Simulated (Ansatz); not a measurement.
**Bi: strong compression**

One table from this session's results is given with a row withheld; the runs are named, their logs left out.

Computed with Ansatz 0.2.0 (DFT, PBE, PAW with Ansatz's default frozen-core files, scalar-relativistic, unless a step's input says otherwise).

## The system as given

The structure is cubic, space group Pm-3m (No. 221). The conventional cell has a = 3.257 Å, b = 3.257 Å, c = 3.257 Å, α = 90.00°, β = 90.00°, γ = 90.00°. Around Bi (site symmetry m-3m) lie 6 Bi at 3.26 Å.

As a file:

```cif
data_structure
_symmetry_space_group_name_H-M 'P 1'
_symmetry_Int_Tables_number 1
_cell_length_a 3.2573
_cell_length_b 3.2573
_cell_length_c 3.2573
_cell_angle_alpha 90.000
_cell_angle_beta 90.000
_cell_angle_gamma 90.000
_cell_volume 34.56
loop_
_atom_site_label
_atom_site_type_symbol
_atom_site_fract_x
_atom_site_fract_y
_atom_site_fract_z
_atom_site_occupancy
Bi1 Bi 0.00000 0.00000 0.00000 1
```

Whether this phase is the stable one at these pressures isn't tested.

The first run:

Input file input.yaml:

```yaml
crystal:
  lattice:
    - [3.2573011399, 0.0, 0.0]
    - [0.0, 3.2573011399, 0.0]
    - [0.0, 0.0, 3.2573011399]
  atoms:
    - { symbol: Bi, position: [0.0, 0.0, 0.0] }
kpoints:
  mp_grid: { grid: [13, 13, 13] }
scf:
  occupations: { method: fermi_dirac, width: 0.08 }
hamiltonian:
  xc: pbe
  pseudopotentials: { kind: paw }
output:
  forces: true
  stress: true
relax:
  f_tol: 0.005
  max_steps: 40
  cell: {}
```

The run is started by

```sh
$ ansatz run input.yaml --threads 1 --pin off --max-ram 2048MiB --backend cpu --events-out ev --progress --plain --runs-dir out
```

Steps of the session up to this table: Cell relaxed at zero pressure, PAW; Volume scaled by 1, PAW; Volume scaled by 0.88, PAW; Volume scaled by 0.88, PAW (partial_waves polarizable); Volume scaled by 0.78, PAW; Volume scaled by 0.68, PAW; Volume scaled by 0.58, PAW; Volume scaled by 0.5, PAW; Volume scaled by 0.5, PAW (cutoff 300 eV); Volume scaled by 0.43, PAW; Volume scaled by 0.43, PAW (cutoff 250 eV).

One table of the session follows, with a row left open; its other results are not shown here.

```
                         method  volume over the first  volume (Å³/atom)  pressure (GPa)
                            PAW                      1            35.113           -0.01
                            PAW                   0.88            30.900            7.98
                            PAW                   0.78            27.388           20.66
                            PAW                   0.68            23.877           44.38
                            PAW                   0.58            20.366           91.03
                            PAW                    0.5            17.557          162.43
                            PAW                   0.43            15.099          280.86
            PAW (cutoff 250 eV)                   0.43                 ?               ?
            PAW (cutoff 300 eV)                    0.5            17.557          162.88
PAW (partial_waves polarizable)                   0.88            30.900            7.98
```

**Question.** Estimate the row for PAW (cutoff 250 eV), 0.43.

The run gave: volume (Å³/atom): 15.099; pressure (GPa): 280.89.

Limits of these values: Warnings in the runs' records: cutoff below recommended.
